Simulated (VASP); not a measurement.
# Si (Fd-3m) in VASP: further runs

One crystal, Si, is run at these levels: LDA, PBE, PBE0; tasks: single point, relaxation of cell and atoms.

Everything below comes from runs of VASP 6.6.1. Logs are shortened: lines on timing, memory, paths and dates and some standing lists are left out, and cuts for length are marked.

## Step 1: Starting point

It takes space group Fd-3m (No. 227, cubic). The conventional cell has a = 5.444 Å, b = 5.444 Å, c = 5.444 Å, α = 90.00°, β = 90.00°, γ = 90.00°. Si (site symmetry -43m) is surrounded by 4 Si at 2.36 Å.

## Step 2: Single point, LDA (grid = ENCUT=350 dk=0.45 cell=3x3x2 ISMEAR=0 SIGMA=0.2 LREAL=Auto EDIFF=1e-06)

INCAR reads:

```
SYSTEM = Si
PREC     = Accurate       ! precision mode
ENCUT    = 350            ! plane-wave cutoff, eV
EDIFF    = 1E-6           ! SCF threshold, eV
ISMEAR   = 0              ! smearing method
SIGMA    = 0.2            ! smearing width, eV
LREAL    = Auto         
LASPH    = .True.         ! aspherical terms in the spheres
NELM     = 120            ! most SCF steps
ALGO     = Fast           ! electronic algorithm
ISIF     = 2              ! what is computed and relaxed
LWAVE    = .False.        ! write WAVECAR
LCHARG   = .False.        ! write CHGCAR
NBANDS   = 84             ! bands
NCORE    = 1            
KPAR     = 2
```

KPOINTS reads:

```
regular mesh
0
Gamma
  2 2 3
  0 0 0
```

POSCAR reads:

```
Si
1.0
    0.0000000000      8.1655535595      8.1655535595
    8.1655535595      0.0000000000      8.1655535595
    5.4437023730      5.4437023730      0.0000000000
Si
36
Direct
    0.1666666667      0.1666666667      0.2500000000
    0.1666666667      0.1666666667      0.7500000000
    0.1666666667      0.5000000000      0.2500000000
    0.1666666667      0.5000000000      0.7500000000
    0.1666666667      0.8333333333      0.2500000000
    0.1666666667      0.8333333333      0.7500000000
    0.5000000000      0.1666666667      0.2500000000
    0.5000000000      0.1666666667      0.7500000000
    0.5000000000      0.5000000000      0.2500000000
    0.5000000000      0.5000000000      0.7500000000
    0.5000000000      0.8333333333      0.2500000000
    0.5000000000      0.8333333333      0.7500000000
    0.8333333333      0.1666666667      0.2500000000
    0.8333333333      0.1666666667      0.7500000000
    0.8333333333      0.5000000000      0.2500000000
    0.8333333333      0.5000000000      0.7500000000
    0.8333333333      0.8333333333      0.2500000000
    0.8333333333      0.8333333333      0.7500000000
    0.2500000000      0.2500000000      0.3750000000
    0.2500000000      0.2500000000      0.8750000000
    0.2500000000      0.5833333333      0.3750000000
    0.2500000000      0.5833333333      0.8750000000
    0.2500000000      0.9166666667      0.3750000000
    0.2500000000      0.9166666667      0.8750000000
    0.5833333333      0.2500000000      0.3750000000
    0.5833333333      0.2500000000      0.8750000000
    0.5833333333      0.5833333333      0.3750000000
    0.5833333333      0.5833333333      0.8750000000
    0.5833333333      0.9166666667      0.3750000000
    0.5833333333      0.9166666667      0.8750000000
    0.9166666667      0.2500000000      0.3750000000
    0.9166666667      0.2500000000      0.8750000000
    0.9166666667      0.5833333333      0.3750000000
    0.9166666667      0.5833333333      0.8750000000
    0.9166666667      0.9166666667      0.3750000000
    0.9166666667      0.9166666667      0.8750000000
```

Potentials or basis: VASP PAW LDA potentials, release 64 (Si).

On the command line:

```
cat potpaw_LDA.64/Si/POTCAR > POTCAR
mpirun -np 4 vasp_std > vasp.out
```

OUTCAR:

```text
SYSTEM = Si
   PREC = Accurate
   ENCUT = 350
   EDIFF = 1E-6
   ISMEAR = 0
   LREAL = Auto
   LASPH = .True.
   NELM = 120
   ISIF = 2

 Found      6 irreducible k-points:

 Following reciprocal coordinates:
            Coordinates               Weight
  0.000000  0.000000  0.000000      1.000000
  0.500000  0.000000  0.000000      2.000000
  0.500000  0.500000  0.000000      1.000000
  0.000000  0.000000  0.333333      2.000000
  0.500000  0.000000  0.333333      4.000000
  0.500000  0.500000  0.333333      2.000000
   k-points           NKPTS =      6   k-points in BZ     NKDIM =      6   number of bands    NBANDS=     84
   number of dos      NEDOS =    301   number of ions     NIONS =     36
   total plane-waves  NPLWV = 235200
   dimension x,y,z NGX =    70 NGY =   70 NGZ =   48
   dimension x,y,z NGXF=   140 NGYF=  140 NGZF=   96
   ions per type =              36
   NGX,Y,Z   is equivalent  to a cutoff of  10.08, 10.08, 10.37 a.u.
   NGXF,Y,Z  is equivalent  to a cutoff of  20.15, 20.15, 20.73 a.u.
 SYSTEM =  Si
   PREC   = accura    normal or accurate (medium, high low for compatibility)
   ISTART =      0    job   : 0-new  1-cont  2-samecut
   ICHARG =      2    charge: 1-file 2-atom 10-const
   ISPIN  =      1    spin polarized calculation?
   LNONCOLLINEAR =      F non collinear calculations
   LSORBIT =      F    spin-orbit coupling
   LASPH  =      T    aspherical Exc in radial PAW
   ENCUT  =  350.0 eV  25.72 Ry    5.07 a.u.  17.62 17.62 11.74*2*pi/ulx,y,z
   NELM   =    120;   NELMIN=  2; NELMDL= -5     # of ELM steps
   EDIFF  = 0.1E-05   stopping-criterion for ELM
   LREAL  =      T    real-space projection
   EDIFFG = 0.1E-04   stopping-criterion for IOM
   NSW    =      0    number of steps for IOM
   IBRION =     -1    ionic relax: 0-MD 1-quasi-New 2-CG
   NFREE  =      0    steps in history (QN), initial steepest desc. (CG)
   ISIF   =      2    stress and relaxation
   ISYM   =      2    0-nonsym 1-usesym 2-fastsym
   POTIM  = 0.5000    time-step for ionic-motion
   TEBEG  =    0.0;   TEEND  =   0.0 temperature during run
   PSTRESS=    0.0 pullay stress
   NELECT =     144.0000    total number of electrons
   NUPDOWN=      -1.0000    fix difference up-down
   EMIN   =  10.00;   EMAX   =-10.00  energy-range for DOS
   EFERMI =   0.00;   METHOD = LEGACY
   ISMEAR =     0;   SIGMA  =   0.20  broadening in eV -4-tet -1-fermi 0-gaus
   EFERMI_NEDOS =   21; number of points for ismear=-14 and -15
   IALGO  =     68    algorithm
   IMIX   =      4    mixing-type and parameters
     AMIX     =   0.40;   BMIX     =  1.00
     AMIX_MAG =   1.60;   BMIX_MAG =  1.00
  volume/ion in A,a.u.               =      20.16       136.08
  Fermi-wavevector in a.u.,A,eV,Ry     =   0.954766  1.804247 12.402783  0.911579
  Thomas-Fermi vector in A             =   2.083543
   LORBIT       =      0    0 simple, 1 ext, 2 COOP (PROOUT), +10 PAW based schemes
   GGA     = CA    functional components
   LHFCALC =     F    Hartree Fock is set to
   AEXX    =    0.0000 exact exchange contribution
   IVDW    =     0    specifies the selected vdW correction
   LEPSILON=     F    determine dielectric tensor
   LRPA    =     F    only Hartree local field effects (RPA)
 non-spin polarized calculation
 RMM-DIIS sequential band-by-band and
 Gauss-broadening in eV      SIGMA  =   0.20
  energy-cutoff  :      350.00
  volume of cell :      725.93
 maximum number of plane-waves:     10855
   NGX = 35   NGY = 35   NGZ = 23

 number of electron     143.9999994 magnetization

 Free energy of the ion-electron system (eV)
  ---------------------------------------------------
  ext. energy  EPLUGINS =         0.00000000
  ---------------------------------------------------
  free energy    TOTEN  =      -213.95885144 eV

  energy without entropy =     -213.94919658  energy(sigma->0) =     -213.95402401

 E-fermi :   5.9795     XC(G=0):  -9.5759

 val. band max:        5.7064793829   @ k =   0.0000   0.0000   0.0000
 cond. band min:       6.3192595103   @ k =   0.5000   0.5000   0.0000
 fundamental gap:      0.6127801274
 Fermi energy:         5.9795215460

 k-point     1 :       0.0000    0.0000    0.0000
  band No.  band energies     occupation
      1      -6.2056      2.00000
      2      -4.8360      2.00000
      3      -4.8360      2.00000
      4      -4.8360      2.00000
      5      -4.8360      2.00000
      6      -4.3125      2.00000
[... 76 lines left out ...]
     83       7.3353      0.00000
     84       7.3359      0.00000

 k-point     2 :       0.5000    0.0000    0.0000
  band No.  band energies     occupation
      1      -5.8464      2.00000
      2      -5.8464      2.00000
      3      -4.9134      2.00000
      4      -4.9134      2.00000
      5      -4.1106      2.00000
      6      -4.1106      2.00000
[... 76 lines left out ...]
     83       7.6616      0.00000
     84       7.9490      0.00000

 k-point     3 :       0.5000    0.5000    0.0000
  band No.  band energies     occupation
      1      -5.7242      2.00000
      2      -5.7242      2.00000
      3      -5.2614      2.00000
      4      -5.2614      2.00000
      5      -4.1106      2.00000
      6      -4.1106      2.00000
[... 76 lines left out ...]
     83       7.6548      0.00000
     84       7.6548      0.00000

 k-point     4 :       0.0000    0.0000    0.3333
  band No.  band energies     occupation
      1      -5.8464      2.00000
      2      -4.9134      2.00000
      3      -4.9134      2.00000
      4      -4.9134      2.00000
      5      -4.8360      2.00000
      6      -4.8360      2.00000
[... 76 lines left out ...]
     83       7.5888      0.00000
     84       7.5935      0.00000

 k-point     5 :       0.5000    0.0000    0.3333
  band No.  band energies     occupation
      1      -5.7242      2.00000
      2      -5.2614      2.00000
      3      -5.2614      2.00000
      4      -4.9134      2.00000
      5      -4.9134      2.00000
      6      -4.1106      2.00000
[... 76 lines left out ...]
     83       8.3623      0.00000
     84       8.4368      0.00000

 k-point     6 :       0.5000    0.5000    0.3333
  band No.  band energies     occupation
      1      -5.8464      2.00000
      2      -5.2614      2.00000
      3      -4.9134      2.00000
      4      -4.9134      2.00000
      5      -4.9134      2.00000
      6      -4.1106      2.00000
[... 76 lines left out ...]
     83       8.4013      0.00000
     84       8.4131      0.00000

------------------------ aborting loop because EDIFF is reached ----------------------------------------

  FORCE on cell =-STRESS in cart. coord.  units (eV):
  Direction    XX          YY          ZZ          XY          YZ          ZX
  --------------------------------------------------------------------------------------
  -------------------------------------------------------------------------------------
  Total       -9.3966670     -9.3966670     -9.3844782      0.0092882     -0.0245807     -0.0245807
  in kB      -20.7390467    -20.7390467    -20.7121451      0.0204997     -0.0542512     -0.0542513
  external PRESSURE =     -20.7300795 kB  Pullay stress =       0.0000000 kB

 VOLUME and BASIS-vectors are now :
 -----------------------------------------------------------------------------
  energy-cutoff  :      350.00
  volume of cell :      725.93
      direct lattice vectors                 reciprocal lattice vectors
     0.000000000  8.165553559  8.165553559    -0.061232836  0.061232836  0.061232836
     8.165553559  0.000000000  8.165553559     0.061232836 -0.061232836  0.061232836
     5.443702373  5.443702373  0.000000000     0.091849254  0.091849254 -0.091849254

 POSITION                                       TOTAL-FORCE (eV/Angst)
 -----------------------------------------------------------------------------------
      2.72185      2.72185      2.72185         0.000225      0.000225     -0.000105
      5.44370      5.44370      2.72185         0.000225      0.000225     -0.000105
      5.44370      2.72185      5.44370         0.000225      0.000225     -0.000105
      8.16555      5.44370      5.44370         0.000225      0.000225     -0.000105
      8.16555      2.72185      8.16555         0.000225      0.000225     -0.000105
     10.88740      5.44370      8.16555         0.000225      0.000225     -0.000105
[... 28 lines left out ...]
      9.52648      9.52648     14.97018        -0.000225     -0.000225      0.000105
     12.24833     12.24833     14.97018        -0.000225     -0.000225      0.000105
 -----------------------------------------------------------------------------------
    total drift:                                0.000001      0.000001      0.000001

  FREE ENERGIE OF THE ION-ELECTRON SYSTEM (eV)
  ---------------------------------------------------
  free  energy   TOTEN  =      -213.9588514407 eV

  energy  without entropy=     -213.9491965796  energy(sigma->0) =     -213.95402401
```

OSZICAR:

```text
N       E                     dE             d eps       ncg     rms          rms(c)
DAV:   1     0.311279287108E+03    0.31128E+03   -0.44115E+04  1008   0.103E+03
DAV:   2    -0.182319015503E+03   -0.49360E+03   -0.47296E+03  1244   0.175E+02
DAV:   3    -0.217689623108E+03   -0.35371E+02   -0.34493E+02  1216   0.436E+01
[... 13 lines left out ...]
RMM:  17    -0.213958854548E+03   -0.12166E-05   -0.16097E-06   696   0.368E-03    0.205E-01
RMM:  18    -0.213958850557E+03    0.39908E-05   -0.15686E-06   682   0.337E-03    0.153E-01
RMM:  19    -0.213958849480E+03    0.10775E-05   -0.19879E-06   684   0.346E-03    0.100E-01
RMM:  20    -0.213958850677E+03   -0.11971E-05   -0.91823E-07   666   0.251E-03    0.556E-02
RMM:  21    -0.213958851441E+03   -0.76361E-06   -0.44341E-07   653   0.222E-03
   1 F= -.21395885E+03 E0= -.21395402E+03  d E =-.965486E-02
```

Wall time 2 min (4 MPI ranks of Intel Xeon Platinum 8488C (Sapphire Rapids), shared host); peak memory 0.32 GiB.

These settings aren't checked as converged: the numbers below hold their error.

What came out:

```
Free energy            : -213.9589 eV
Pressure               : -2.1 GPa
Band gap on the k mesh : 0.61 eV
```

Caveat: an odd mesh through Γ misses points on the zone boundary, where band edges often lie.

## Step 3: Single point, LDA (grid = ENCUT=350 dk=0.45 cell=3x3x2 ISMEAR=0 SIGMA=0.05 LREAL=Auto EDIFF=0.0001)

INCAR, as its differences from that of step 2:

```diff
@@ -3,5 +3,5 @@
 ENCUT    = 350            ! plane-wave cutoff, eV
-EDIFF    = 1E-6           ! SCF threshold, eV
+EDIFF    = 1E-4           ! SCF threshold, eV
 ISMEAR   = 0              ! smearing method
-SIGMA    = 0.2            ! smearing width, eV
+SIGMA    = 0.05           ! smearing width, eV
 LREAL    = Auto
```

KPOINTS is that of step 2.

POSCAR is that of step 2.

Potentials or basis: VASP PAW LDA potentials, release 64 (Si).

On the command line:

```
cat potpaw_LDA.64/Si/POTCAR > POTCAR
mpirun -np 4 vasp_std > vasp.out
```

Run time: 80 s. Hardware: 4 MPI ranks of Intel Xeon Platinum 8488C (Sapphire Rapids), shared host; peak memory 0.32 GiB.

The run converged, but some of its settings lie outside the range that counts as converged, so its numbers aren't taken as properties of the crystal.

Results:

- Free energy: -213.9575 eV
- Pressure: -2.1 GPa
- Band gap on the k mesh: 0.61 eV

Caveat: an odd mesh through Γ misses points on the zone boundary, where band edges often lie.

## Step 4: Single point, LDA (grid = ENCUT=500 dk=0.45 cell=3x3x2 ISMEAR=0 SIGMA=0.05 LREAL=Auto EDIFF=1e-06)

INCAR, as its differences from that of step 3:

```diff
@@ -2,4 +2,4 @@
 PREC     = Accurate       ! precision mode
-ENCUT    = 350            ! plane-wave cutoff, eV
-EDIFF    = 1E-4           ! SCF threshold, eV
+ENCUT    = 500            ! plane-wave cutoff, eV
+EDIFF    = 1E-6           ! SCF threshold, eV
 ISMEAR   = 0              ! smearing method
```

KPOINTS is that of step 3.

POSCAR is that of step 3.

On the command line:

```
cat potpaw_LDA.64/Si/POTCAR > POTCAR
mpirun -np 4 vasp_std > vasp.out
```

Run time: 3.3 min. Hardware: 4 MPI ranks of Intel Xeon Platinum 8488C (Sapphire Rapids), shared host; peak memory 0.44 GiB.

The run converged, but some of its settings lie outside the range that counts as converged, so its numbers aren't taken as properties of the crystal.

Results:

| Item | Value |
| --- | --- |
| Free energy | -214.0028 eV |
| Pressure | -2.0 GPa |
| Band gap on the k mesh | 0.61 eV |

Caveat: an odd mesh through Γ misses points on the zone boundary, where band edges often lie.

## Step 5: Single point, PBE

This run uses another cell than the first one: it holds 2 atoms, not 36.

INCAR reads:

```
SYSTEM = Si
PREC = Accurate
ENCUT = 520
EDIFF = 1E-6
ISMEAR = 0
SIGMA = 0.014
LREAL = .False.
LASPH = .True.
NELM = 100
ALGO = Normal
ISIF = 2
LWAVE = .False.
LCHARG = .False.
GGA = PE
NBANDS = 11
```

KPOINTS reads:

```
regular mesh
0
Gamma
  8 8 8
  0 0 0
```

POSCAR reads:

```
Si
1.0
    0.0000000000      2.7218511865      2.7218511865
    2.7218511865      0.0000000000      2.7218511865
    2.7218511865      2.7218511865      0.0000000000
Si
2
Direct
    0.5000000000      0.5000000000      0.5000000000
    0.7500000000      0.7500000000      0.7500000000
```

Potentials or basis: VASP PAW PBE potentials, release 64 (Si).

On the command line:

```
cat potpaw_PBE.64/Si/POTCAR > POTCAR
mpirun -np 1 vasp_std > vasp.out
```

Wall time 19 s (1 thread of Intel Xeon Platinum 8488C (Sapphire Rapids), shared host); peak memory 0.15 GiB.

The run converged. Its results:

```yaml
Free_energy: -10.8439 eV
Pressure: 1.3 GPa
Band_gap_on_the_k_mesh: 0.63 eV, indirect (least direct gap 2.56 eV)
```

Levels at points of the mesh, in eV from the valence-band top:
| k point | band 1 | band 2 | band 3 | band 4 | band 5 | band 6 | band 7 | band 8 |
| --- | --- | --- | --- | --- | --- | --- | --- | --- |
| (0.00, 0.00, 0.00) | -11.91 | 0.00 | 0.00 | 0.00 | 2.56 | 2.56 | 2.56 | 3.29 |
| (0.50, 0.00, 0.00) | -9.60 | -6.93 | -1.19 | -1.19 | 1.51 | 3.34 | 3.34 | 7.72 |
| (0.50, 0.50, 0.00) | -7.79 | -7.79 | -2.83 | -2.83 | 0.72 | 0.72 | 10.05 | 10.05 |

## Step 6: Relaxation of cell and atoms, PBE0

This run uses another cell than the first one: it holds 2 atoms, not 36.

POSCAR is that of step 5.

INCAR.step1 reads:

```
ALGO = Normal ; EDIFF = 1E-5
ENCUT = 600 ; GGA = PE
ISMEAR = -1 ; LASPH = T
LCHARG = F ; LREAL = F
LWAVE = T ; NELM = 80
PREC = Accurate ; SIGMA = 0.05
```

INCAR.step2 reads:

```
AEXX = 0.25 ; ALGO = Normal
EDIFF = 1E-6 ; EDIFFG = -0.01
ENCUT = 600 ; GGA = PE
IBRION = 2 ; ISIF = 3
ISMEAR = -1 ; ISTART = 1
LASPH = T ; LCHARG = F
LHFCALC = T ; LREAL = F
LWAVE = F ; NELM = 80
NSW = 40 ; PREC = Accurate
PRECFOCK = Normal ; SIGMA = 0.05
```

KPOINTS reads:

```
k-points
0
Gamma
  4 4 4
```

Potentials or basis: VASP PAW PBE potentials, release 64 (Si).

On the command line:

```
cat potpaw_PBE.64/Si/POTCAR > POTCAR
cp INCAR.step1 INCAR
mpirun -np 1 vasp_std > vasp.out
cp INCAR.step2 INCAR
mpirun -np 1 vasp_std > vasp.out
```

Wall time 2.9 min (1 thread of Intel Xeon Platinum 8488C (Sapphire Rapids), shared host); peak memory 0.17 GiB.

It converged, with:

```yaml
Free_energy: -13.4485 eV
Relaxed_volume: 20.13 Å³/atom
Relaxed_cell: a = 3.847 Å, b = 3.847 Å, c = 3.847 Å, α = 60.00°, β = 60.00°, γ = 60.00°
Space_group_after_relaxing_to_0.05_Å: Fd-3m (No. 227)
Energy_gained_by_relaxing: 0.0 meV/atom
Ionic_steps: 3
Pressure_after_relaxing: 0.1 GPa
Band_gap_on_the_k_mesh: 2.07 eV, indirect (least direct gap 4.09 eV)
```

Final structure:
```
Si
1.0
     0.00000    2.72014    2.72014
     2.72014    0.00000    2.72014
     2.72014    2.72014    0.00000
Si
2
Direct
  0.50000 0.50000 0.50000
  0.75000 0.75000 0.75000
```

Levels at points of the mesh, in eV from the valence-band top:
```
           k point  band 2  band 3  band 4  band 5  band 6  band 7
(0.00, 0.00, 0.00)    0.00    0.00    0.00    4.09    4.09    4.09
(0.50, 0.00, 0.00)   -7.72   -1.31   -1.31    3.01    4.92    4.92
(0.50, 0.50, 0.00)   -8.68   -3.14   -3.14    2.07    2.07   12.24
```

Caveat: the k mesh is coarse (spacing up to 0.50 Å⁻¹), so the values aren't converged, least of all with exact exchange; the PAW data sets were made with another functional, which shifts forces and pressure a little.

## Step 7: The reference run

An earlier run on the cell as given: functional PBE; potentials or basis VASP PAW PBE potentials, release 64 (Si); cutoff 520 eV; k mesh 8 × 8 × 8; occupations fermi-dirac, width 0.05 eV; no spin polarisation.

* Pressure: 1.3 GPa
* Band gap on the k mesh: 0.63 eV, indirect (least direct gap 2.56 eV)

## Step 8: Overview

```tsv
task	level	cell	k mesh	cutoff (eV)	smearing	grid for exact exchange (PRECFOCK)	exchange at q = 0	mesh quality	gap on the mesh (eV)	pressure (GPa)
single point	PBE	as given	8 × 8 × 8	520	gaussian 0.014 eV	-	-	not flagged	0.63	1.3
relaxation of cell and atoms	PBE0	relaxed	4 × 4 × 4	600	fermi-dirac 0.05 eV	Normal	default	coarse	2.07	0.1
single point	PBE	as given	8 × 8 × 8	520	fermi-dirac 0.05 eV	-	-	not flagged	0.63	1.3
```

Alike in all rows: potentials or basis VASP PAW PBE potentials, release 64 (Si); no spin polarisation.

Caveats: some runs use coarse meshes; the PAW data sets were made with another functional, which shifts forces and pressure a little (some runs).

Total energies depend on the potentials used, so only differences within one code and one set of settings carry meaning.
